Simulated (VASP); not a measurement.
# Bi (I4/mmm) in VASP: a series of runs

Runs on Bi. Level: PBE+D3(BJ). Tasks: single point.

Program: VASP 6.6.1. These are calculated values, not measurements. Logs are shortened: lines on timing, memory, paths and dates and some standing lists are left out, and cuts for length are marked.

## Step 1: The cell of the first run

It takes space group I4/mmm (No. 139, tetragonal). Conventional cell: a = 3.365 Å, b = 3.365 Å, c = 4.890 Å, α = 90.00°, β = 90.00°, γ = 90.00°. Bi (site symmetry 4/mmm) is surrounded by 12 Bi at 3.37 to 3.41 Å.

This isn't the form of Bi at room conditions, which is rhombohedral.

## Step 2: Single point, PBE+D3(BJ) (volume 27.686 Å^3 an atom, c/a of the conventional cell 1.4530)

INCAR

```
PREC = Accurate
ENCUT = 520
EDIFF = 1E-6
ISMEAR = 0
SIGMA = 0.15
LREAL = False
LASPH = True
NELM = 80
ALGO = Fast
ISIF = 2
LWAVE = False
LCHARG = False
GGA = PE
IVDW = 12
NBANDS = 14
```

KPOINTS

```
Automatic mesh
0
Gamma
  18 18 18
```

POSCAR

```
Bi
1.0
   -1.6825896106      1.6825896106      2.4448027042
    1.6825896106     -1.6825896106      2.4448027042
    1.6825896106      1.6825896106     -2.4448027042
Bi
1
Direct
    0.0000000000      0.0000000000      0.0000000000
```

Potentials or basis: VASP PAW PBE potentials, release 64 (Bi_d).

Started as:

```bash
$ cat potpaw_PBE.64/Bi_d/POTCAR > POTCAR
$ mpirun -np 1 vasp_std > vasp.out
```

OUTCAR:

```text
PREC = Accurate
   ENCUT = 520
   EDIFF = 1E-6
   ISMEAR = 0
   LREAL = False
   LASPH = True
   NELM = 80
   ISIF = 2
   GGA = PE
   IVDW = 12
 IVDW          = 12

 ion  position               nearest neighbor table
   1  0.000  0.000  0.000-

  LATTYP: Found a body centered tetragonal cell.
 ALAT       =     3.3651792212
 C/A-ratio  =     1.4530000000

  Lattice vectors:

 A1 = (  -1.6825896106,   1.6825896106,   2.4448027042)
 A2 = (   1.6825896106,  -1.6825896106,   2.4448027042)
 A3 = (   1.6825896106,   1.6825896106,  -2.4448027042)

Analysis of symmetry for initial positions (statically):
=====================================================================
 Subroutine PRICEL returns:
 Original cell was already a primitive cell.

 Routine SETGRP: Setting up the symmetry group for a
 body centered tetragonal supercell.

 Subroutine GETGRP returns: Found 16 space group operations
 (whereof 16 operations were pure point group operations)
 out of a pool of 16 trial point group operations.

The static configuration has the point symmetry D_4h.

Analysis of symmetry for dynamics (positions and initial velocities):
=====================================================================
 Subroutine PRICEL returns:
 Original cell was already a primitive cell.

 Routine SETGRP: Setting up the symmetry group for a
 body centered tetragonal supercell.

 Subroutine GETGRP returns: Found 16 space group operations
 (whereof 16 operations were pure point group operations)
 out of a pool of 16 trial point group operations.

The dynamic configuration has the point symmetry D_4h.

 Subroutine INISYM returns: Found 16 space group operations
 (whereof 16 operations are pure point group operations),
 and found     1 'primitive' translations

----------------------------------------------------------------------------------------

                                     Primitive cell

  volume of cell :      27.6860

  direct lattice vectors                    reciprocal lattice vectors
    -1.682589611  1.682589611  2.444802704     0.000000000  0.297160993  0.204515481
     1.682589611 -1.682589611  2.444802704     0.297160993  0.000000000  0.204515481
     1.682589611  1.682589611 -2.444802704     0.297160993  0.297160993  0.000000000

  length of vectors
     3.411638295  3.411638295  3.411638295     0.360737076  0.360737076  0.420249107

  position of ions in fractional coordinates (direct lattice)
     0.000000000  0.000000000  0.000000000

  ion indices of the primitive-cell ions
   primitive index   ion index
                 1           1

----------------------------------------------------------------------------------------

 KPOINTS: Automatic mesh

Automatic generation of k-mesh.
 Grid dimensions read from file:
 generate k-points for:   18   18   18

 Generating k-lattice:

  Cartesian coordinates                     Fractional coordinates (reciprocal lattice)
     0.000000000  0.016508944  0.011361971     0.055555556 -0.000000000  0.000000000
     0.016508944  0.000000000  0.011361971    -0.000000000  0.055555556  0.000000000
     0.016508944  0.016508944  0.000000000     0.000000000  0.000000000  0.055555556

  Length of vectors
     0.020040949  0.020040949  0.023347173

  Shift w.r.t. Gamma in fractional coordinates (k-lattice)
     0.000000000  0.000000000  0.000000000

 Subroutine IBZKPT returns following result:
 ===========================================

 Found    480 irreducible k-points:

 Following reciprocal coordinates:
            Coordinates               Weight
  0.000000  0.000000  0.000000      1.000000
  0.055556  0.000000 -0.000000      8.000000
  0.111111  0.000000 -0.000000      8.000000
  0.166667  0.000000  0.000000      8.000000
  0.222222  0.000000 -0.000000      8.000000
  0.277778 -0.000000  0.000000      8.000000
[... 16 lines left out ...]
 -0.277778  0.055556  0.000000     16.000000
 -0.222222  0.055556  0.000000     16.000000
 [... further k-points ...]
   k-points           NKPTS =    480   k-points in BZ     NKDIM =    480   number of bands    NBANDS=     14
   number of dos      NEDOS =    301   number of ions     NIONS =      1
   total plane-waves  NPLWV =  21952
   dimension x,y,z NGX =    28 NGY =   28 NGZ =   28
   dimension x,y,z NGXF=    56 NGYF=   56 NGZF=   56
   ions per type =               1
   NGX,Y,Z   is equivalent  to a cutoff of  13.64, 13.64, 13.64 a.u.
   NGXF,Y,Z  is equivalent  to a cutoff of  27.29, 27.29, 27.29 a.u.
 SYSTEM =  unknown system
   PREC   = accura    normal or accurate (medium, high low for compatibility)
   ISTART =      0    job   : 0-new  1-cont  2-samecut
   ICHARG =      2    charge: 1-file 2-atom 10-const
   ISPIN  =      1    spin polarized calculation?
   LNONCOLLINEAR =      F non collinear calculations
   LSORBIT =      F    spin-orbit coupling
   LASPH  =      T    aspherical Exc in radial PAW
   ENCUT  =  520.0 eV  38.22 Ry    6.18 a.u.   6.34  6.34  6.34*2*pi/ulx,y,z
   NELM   =     80;   NELMIN=  2; NELMDL= -5     # of ELM steps
   EDIFF  = 0.1E-05   stopping-criterion for ELM
   LREAL  =      F    real-space projection
   EDIFFG = 0.1E-04   stopping-criterion for IOM
   NSW    =      0    number of steps for IOM
   IBRION =     -1    ionic relax: 0-MD 1-quasi-New 2-CG
   NFREE  =      0    steps in history (QN), initial steepest desc. (CG)
   ISIF   =      2    stress and relaxation
   ISYM   =      2    0-nonsym 1-usesym 2-fastsym
   POTIM  = 0.5000    time-step for ionic-motion
   TEBEG  =    0.0;   TEEND  =   0.0 temperature during run
   PSTRESS=    0.0 pullay stress
   NELECT =      15.0000    total number of electrons
   NUPDOWN=      -1.0000    fix difference up-down
   EMIN   =  10.00;   EMAX   =-10.00  energy-range for DOS
   EFERMI =   0.00;   METHOD = LEGACY
   ISMEAR =     0;   SIGMA  =   0.15  broadening in eV -4-tet -1-fermi 0-gaus
   EFERMI_NEDOS =   21; number of points for ismear=-14 and -15
   IALGO  =     68    algorithm
   IMIX   =      4    mixing-type and parameters
     AMIX     =   0.40;   BMIX     =  1.00
     AMIX_MAG =   1.60;   BMIX_MAG =  1.00
  volume/ion in A,a.u.               =      27.69       186.83
  Fermi-wavevector in a.u.,A,eV,Ry     =   1.334602  2.522033 24.234195  1.781163
  Thomas-Fermi vector in A             =   2.463371
   LORBIT       =      0    0 simple, 1 ext, 2 COOP (PROOUT), +10 PAW based schemes
   GGA     = PE    functional components
   LHFCALC =     F    Hartree Fock is set to
   AEXX    =    0.0000 exact exchange contribution
   IVDW    =    12    specifies the selected vdW correction
   LEPSILON=     F    determine dielectric tensor
   LRPA    =     F    only Hartree local field effects (RPA)
 non-spin polarized calculation
 RMM-DIIS sequential band-by-band and
 Gauss-broadening in eV      SIGMA  =   0.15
  energy-cutoff  :      520.00
  volume of cell :       27.69
 maximum number of plane-waves:       761
 NGX is ok and might be reduce to    28
   NGX = 13   NGY = 13   NGZ = 13

 number of electron      14.9999998 magnetization

 Free energy of the ion-electron system (eV)
  ---------------------------------------------------
  ext. energy  EPLUGINS =         0.00000000
  ---------------------------------------------------
  free energy    TOTEN  =        -3.59815403 eV

  energy without entropy =       -3.59071056  energy(sigma->0) =       -3.59443229

 E-fermi :   9.5747     XC(G=0): -10.8671

 val. band max:        9.5732752094   @ k =  -0.3889  -0.4444   0.2778
 cond. band min:       9.5775553993   @ k =   0.3889   0.2778   0.1111
 fundamental gap:      0.0042801900
 Fermi energy:         9.5746920871

 k-point     1 :       0.0000    0.0000    0.0000
  band No.  band energies     occupation
      1     -13.6783      2.00000
      2     -13.6540      2.00000
      3     -13.6540      2.00000
      4     -13.5698      2.00000
      5     -13.5418      2.00000
      6      -4.9421      2.00000
      7      15.3062      0.00000
      8      15.3062      0.00000
      9      15.3334      0.00000
     10      18.5117      0.00000
     11      19.8226      0.00000
     12      20.9411      0.00000
     13      21.0336      0.00000
     14      21.0336      0.00000

 k-point     2 :       0.0556    0.0000   -0.0000
  band No.  band energies     occupation
      1     -13.6754      2.00000
      2     -13.6528      2.00000
      3     -13.6505      2.00000
      4     -13.5696      2.00000
      5     -13.5424      2.00000
      6      -4.8808      2.00000
      7      14.5366      0.00000
      8      15.2348      0.00000
      9      15.2390      0.00000
     10      18.2946      0.00000
     11      20.2140      0.00000
     12      21.1103      0.00000
     13      21.1643      0.00000
     14      21.8083      0.00000

 k-point     3 :       0.1111    0.0000   -0.0000
  band No.  band energies     occupation
      1     -13.6689      2.00000
      2     -13.6491      2.00000
      3     -13.6415      2.00000
      4     -13.5677      2.00000
      5     -13.5429      2.00000
      6      -4.6972      2.00000
      7      12.9153      0.00000
      8      14.9920      0.00000
      9      15.0563      0.00000
     10      17.9806      0.00000
     11      20.9070      0.00000
     12      21.4367      0.00000
     13      21.5234      0.00000
     14      21.9402      0.00000
[... 324 lines left out ...]
 k-point    23 :      -0.2778    0.0556    0.0000
  band No.  band energies     occupation
      1     -13.6606      2.00000
      2     -13.6394      2.00000
      3     -13.6211      2.00000
      4     -13.5355      2.00000
      5     -13.5104      2.00000
      6      -3.5728      2.00000
      7       8.2035      2.00000
      8      13.4982      0.00000
      9      14.1768      0.00000
     10      17.7658      0.00000
     11      19.6395      0.00000
     12      20.9693      0.00000
     13      21.7534      0.00000
     14      22.0569      0.00000

 k-point    24 :      -0.2222    0.0556    0.0000
  band No.  band energies     occupation
      1     -13.6614      2.00000
      2     -13.6391      2.00000
      3     -13.6216      2.00000
      4     -13.5534      2.00000
      5     -13.5315      2.00000
      6      -4.0657      2.00000
      7       9.9083      0.00166
      8      13.8244      0.00000
      9      14.5049      0.00000
     10      17.8797      0.00000
     11      20.2023      0.00000
     12      21.3072      0.00000
     13      21.4805      0.00000
     14      22.4129      0.00000

 [... further k-points ...]

------------------------ aborting loop because EDIFF is reached ----------------------------------------

 Edisp (eV)   -0.56970

 E8    (eV) :    -0.2797

  FORCE on cell =-STRESS in cart. coord.  units (eV):
  Direction    XX          YY          ZZ          XY          YZ          ZX
  --------------------------------------------------------------------------------------
  -------------------------------------------------------------------------------------
  Total       1.08144     1.08144     1.09243     0.00000     0.00000     0.00000
  in kB      62.58275    62.58275    63.21822     0.00000     0.00000     0.00000
  external pressure =       62.79 kB  Pullay stress =        0.00 kB

 VOLUME and BASIS-vectors are now :
 -----------------------------------------------------------------------------
  energy-cutoff  :      520.00
  volume of cell :       27.69
      direct lattice vectors                 reciprocal lattice vectors
    -1.682589611  1.682589611  2.444802704     0.000000000  0.297160993  0.204515481
     1.682589611 -1.682589611  2.444802704     0.297160993  0.000000000  0.204515481
     1.682589611  1.682589611 -2.444802704     0.297160993  0.297160993  0.000000000

 POSITION                                       TOTAL-FORCE (eV/Angst)
 -----------------------------------------------------------------------------------
      0.00000      0.00000      0.00000        -0.000000      0.000000      0.000000
 -----------------------------------------------------------------------------------
    total drift:                               -0.000000     -0.000000     -0.000000

  FREE ENERGIE OF THE ION-ELECTRON SYSTEM (eV)
  ---------------------------------------------------
  free  energy   TOTEN  =        -4.1678566807 eV

  energy  without entropy=       -4.1604132145  energy(sigma->0) =       -4.16413495
```

Run time: 2.6 min. Hardware: 1 thread of Intel Xeon Platinum 8559C (Emerald Rapids), shared host; peak memory 0.29 GiB.

What came out:

```yaml
Free_energy: -4.1679 eV
Pressure: 6.3 GPa
Band_gap_on_the_k_mesh: none (metal or under the smearing width)
Dispersion_energy_per_atom: -0.570 eV
```

Levels at points of the mesh, in eV from the Fermi level:
```tsv
k point	band 3	band 4	band 5	band 6	band 7	band 8	band 9	band 10	band 11	band 12
(0.00, 0.00, 0.00)	-23.23	-23.14	-23.12	-14.52	5.73	5.73	5.76	8.94	10.25	11.37
(0.50, 0.00, 0.00)	-23.22	-23.03	-23.02	-11.00	-6.07	3.61	4.09	8.08	8.50	10.02
(0.50, 0.50, 0.00)	-23.03	-23.01	-22.98	-9.51	-5.07	0.11	0.31	4.03	5.24	17.19
(0.50, 0.50, 0.50)	-23.03	-23.00	-23.00	-9.81	-5.28	0.56	0.56	4.34	5.53	17.71
```

Caveat: spin-orbit coupling is left out, which moves the levels of the heavy elements; pairwise dispersion overbinds metals, which lowers pressure and volume.

## Step 3: Single point, PBE+D3(BJ) (volume 28.489 Å^3 an atom, c/a of the conventional cell 1.4530)

INCAR

```
  ALGO = Fast
  EDIFF = 1E-6
  ENCUT = 520
  GGA = PE
  ISIF = 2
  ISMEAR = 0
  IVDW = 12
  LASPH = T
  LCHARG = F
  LREAL = F
  LWAVE = F
  NBANDS = 14
  NELM = 80
  PREC = Accurate
  SIGMA = 0.15
```

KPOINTS

```
k-points
0
Gamma
  18 18 18
```

POSCAR

```
Bi
1.0
   -1.6987020069      1.6987020069      2.4682140160
    1.6987020069     -1.6987020069      2.4682140160
    1.6987020069      1.6987020069     -2.4682140160
Bi
1
Direct
    0.0000000000      0.0000000000      0.0000000000
```

Potentials or basis: VASP PAW PBE potentials, release 64 (Bi_d).

Started as:

```bash
$ cat potpaw_PBE.64/Bi_d/POTCAR > POTCAR
$ mpirun -np 1 vasp_std > vasp.out
```

OUTCAR:

```text
EDIFF = 1E-6
   ENCUT = 520
   GGA = PE
   ISIF = 2
   ISMEAR = 0
   IVDW = 12
   LASPH = T
   LREAL = F
   NELM = 80
   PREC = Accurate
 IVDW          = 12

 ion  position               nearest neighbor table
   1  0.000  0.000  0.000-

  LATTYP: Found a body centered tetragonal cell.
 ALAT       =     3.3974040138
 C/A-ratio  =     1.4530000000

  Lattice vectors:

 A1 = (  -1.6987020069,   1.6987020069,   2.4682140160)
 A2 = (   1.6987020069,  -1.6987020069,   2.4682140160)
 A3 = (   1.6987020069,   1.6987020069,  -2.4682140160)

Analysis of symmetry for initial positions (statically):
=====================================================================
 Subroutine PRICEL returns:
 Original cell was already a primitive cell.

 Routine SETGRP: Setting up the symmetry group for a
 body centered tetragonal supercell.

 Subroutine GETGRP returns: Found 16 space group operations
 (whereof 16 operations were pure point group operations)
 out of a pool of 16 trial point group operations.

The static configuration has the point symmetry D_4h.

Analysis of symmetry for dynamics (positions and initial velocities):
[... 172 lines left out ...]
      4     -13.9426      2.00000
      5     -13.9163      2.00000
      6      -5.1068      2.00000
      7      14.7065      0.00000
      8      14.7065      0.00000
      9      14.7274      0.00000
     10      18.1509      0.00000
     11      19.0686      0.00000
     12      20.3790      0.00000
     13      20.4765      0.00000
     14      20.4765      0.00000
[... 377 lines left out ...]
      1     -14.0244      2.00000
      2     -14.0045      2.00000
      3     -13.9888      2.00000
      4     -13.9268      2.00000
      5     -13.9070      2.00000
      6      -4.2606      2.00000
      7       9.4643      0.00796
      8      13.2880      0.00000
      9      13.9340      0.00000
     10      17.4015      0.00000
     11      19.7224      0.00000
     12      20.7081      0.00000
     13      20.9616      0.00000
     14      21.8501      0.00000

 [... further k-points ...]

------------------------ aborting loop because EDIFF is reached ----------------------------------------

 Edisp (eV)   -0.55343

 E8    (eV) :    -0.2718

  FORCE on cell =-STRESS in cart. coord.  units (eV):
  Direction    XX          YY          ZZ          XY          YZ          ZX
  --------------------------------------------------------------------------------------
  -------------------------------------------------------------------------------------
  Total       0.69948     0.69948     0.72220     0.00000     0.00000     0.00000
  in kB      39.33751    39.33751    40.61523     0.00000     0.00000     0.00000
  external pressure =       39.76 kB  Pullay stress =        0.00 kB

 VOLUME and BASIS-vectors are now :
 -----------------------------------------------------------------------------
  energy-cutoff  :      520.00
  volume of cell :       28.49
      direct lattice vectors                 reciprocal lattice vectors
    -1.698702007  1.698702007  2.468214016     0.000000000  0.294342385  0.202575626
     1.698702007 -1.698702007  2.468214016     0.294342385  0.000000000  0.202575626
     1.698702007  1.698702007 -2.468214016     0.294342385  0.294342385  0.000000000

 POSITION                                       TOTAL-FORCE (eV/Angst)
 -----------------------------------------------------------------------------------
      0.00000      0.00000      0.00000         0.000000     -0.000000      0.000000
 -----------------------------------------------------------------------------------
    total drift:                               -0.000000     -0.000000     -0.000000

  FREE ENERGIE OF THE ION-ELECTRON SYSTEM (eV)
  ---------------------------------------------------
  free  energy   TOTEN  =        -4.1937768941 eV

  energy  without entropy=       -4.1861310520  energy(sigma->0) =       -4.18995397
```

OSZICAR:

```text
N       E                     dE             d eps       ncg     rms          rms(c)
DAV:   1     0.114516011425E+03    0.11452E+03   -0.76576E+03 13622   0.127E+03
DAV:   2     0.294646025890E+01   -0.11157E+03   -0.10787E+03 14472   0.346E+02
DAV:   3    -0.349366734867E+01   -0.64401E+01   -0.64137E+01 16590   0.793E+01
DAV:   4    -0.363967374666E+01   -0.14601E+00   -0.14596E+00 17442   0.126E+01
DAV:   5    -0.364593072968E+01   -0.62570E-02   -0.62568E-02 18924   0.240E+00    0.440E-01
RMM:   6    -0.364144220265E+01    0.44885E-02   -0.54096E-03 16560   0.872E-01    0.258E-01
RMM:   7    -0.364024584252E+01    0.11964E-02   -0.47576E-03 16691   0.718E-01    0.734E-02
RMM:   8    -0.364031649869E+01   -0.70656E-04   -0.98173E-04 18962   0.401E-01    0.105E-02
RMM:   9    -0.364034027110E+01   -0.23772E-04   -0.25256E-04 21553   0.151E-01    0.869E-03
RMM:  10    -0.364034205804E+01   -0.17869E-05   -0.46176E-05 19025   0.956E-02    0.255E-03
RMM:  11    -0.364034331124E+01   -0.12532E-05   -0.23380E-05 22474   0.447E-02    0.203E-03
RMM:  12    -0.364034354657E+01   -0.23533E-06   -0.28853E-06 11942   0.159E-02
   1 F= -.41937769E+01 E0= -.41899540E+01  d E =-.764584E-02
```

stdout:

```text
POSCAR found type information on POSCAR Bi
 POSCAR found :  1 types and       1 ions
 scaLAPACK will be used
 LDA part: xc-table for (Slater+PW92), standard interpolation
 POSCAR, INCAR and KPOINTS ok, starting setup
 FFT: planning ... GRIDC
 FFT: planning ... GRID_SOFT
 FFT: planning ... GRID
 WAVECAR not read
 entering main loop
WARNING in EDDRMM: call to ZHEGV failed, returncode =   8  4     12
WARNING in EDDRMM: call to ZHEGV failed, returncode =   6  3     12
WARNING in EDDRMM: call to ZHEGV failed, returncode =   6  3     13
WARNING in EDDRMM: call to ZHEGV failed, returncode =   6  3     11
WARNING in EDDRMM: call to ZHEGV failed, returncode =   6  3     14
WARNING in EDDRMM: call to ZHEGV failed, returncode =   8  4     13
WARNING in EDDRMM: call to ZHEGV failed, returncode =   8  4     12
```

Run time: 2.9 min. Hardware: 1 thread of Intel Xeon Platinum 8559C (Emerald Rapids), shared host; peak memory 0.29 GiB.

What came out:

| Property | Result |
| --- | --- |
| Free energy | -4.1938 eV |
| Pressure | 4.0 GPa |
| Band gap on the k mesh | none (metal or under the smearing width) |
| Dispersion energy per atom | -0.553 eV |

Stress tensor (GPa, compression positive):
```
3.93 0.00 0.00
0.00 3.93 0.00
0.00 0.00 4.06
```

Caveat: spin-orbit coupling is left out, which moves the levels of the heavy elements; pairwise dispersion overbinds metals, which lowers pressure and volume.
